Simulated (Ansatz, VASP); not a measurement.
**MnS: VASP beside Ansatz**

Contents of INCAR:

```
PREC = Accurate
ENCUT = 520
EDIFF = 1E-7
ISMEAR = -1
SIGMA = 0.05
LREAL = F
LASPH = T
NELM = 150
ALGO = Normal
ISIF = 2
LWAVE = F
LCHARG = F
ISPIN = 2
MAGMOM = 4 0
LORBIT = 11
LMAXMIX = 4
GGA = PS
NBANDS = 20
```

Contents of KPOINTS:

```
regular mesh
0
Gamma
  9 9 9
```

Contents of POSCAR:

```
MnS
1.0
    0.0000000000      2.5060127231      2.5060127231
    2.5060127231      0.0000000000      2.5060127231
    2.5060127231      2.5060127231      0.0000000000
Mn S
1 1
Direct
    0.0000000000      0.0000000000      0.0000000000
    0.7500000000      0.7500000000      0.7500000000
```

Contents of input.yaml:

```yaml
crystal:
  lattice:
    - [0.0, 2.5060127231, 2.5060127231]
    - [2.5060127231, 0.0, 2.5060127231]
    - [2.5060127231, 2.5060127231, 0.0]
  atoms:
    - { symbol: Mn, position: [0.0, 0.0, 0.0], spin: 4.0 }
    - { symbol: S, position: [0.75, 0.75, 0.75] }
hamiltonian:
  xc: pbesol
  pseudopotentials: { kind: paw }
magnetization:
  spin_polarized: true
kpoints:
  mp_grid: { grid: [9, 9, 9] }
scf:
  occupations: { method: fermi_dirac, width: 0.05 }
output:
  forces: true
  stress: true
  eigenvalues: true
```

Change from the starting cell: volume scaled by 1.04.

Alike in both runs: task single point; functional PBEsol; k mesh 9 × 9 × 9; occupations fermi-dirac, width 0.05 eV; collinear spin, ferromagnetic start.

|  | VASP | Ansatz |
| --- | --- | --- |
| version | VASP 6.6.1 | Ansatz 0.2.0 |
| potentials or method | VASP PAW PBE potentials, release 64 (Mn_pv, S) | Ansatz PAW |
| plane-wave cutoff (eV) | 520 | 420 |
| valence electrons in the cell | 19 | 21 |

|  | VASP | Ansatz | Ansatz less VASP |
| --- | --- | --- | --- |
| gap on the k mesh at the Fermi level (eV) | none | none | - |
| pressure (GPa) | -7.7 | -7.9 | -0.24 |
| net moment per atom (μB) | 0.14 | 0.14 | +0.002 |
| size of the moment on the site where the two differ most (μB) | 0.27 | 0.24 | -0.023 |

Site moments also hang on the region over which each program counts them. A gap of «none» marks a metal or a gap that the smearing closes. The two sets of potentials don't hold the same shells in valence.

Caveats: the moment fell far below its start of 4 μB, so a state of higher moment may lie lower in energy; semilocal functionals often make such compounds metallic where correlation or magnetic order opens a gap, which also shifts bond lengths; the PAW data sets were made with another functional, which shifts forces and pressure a little (VASP); the PAW data sets come from PBE, with cores solved anew for the run's functional, which leaves a small shift of forces and pressure (Ansatz); the starting moments weren't kept (Ansatz).
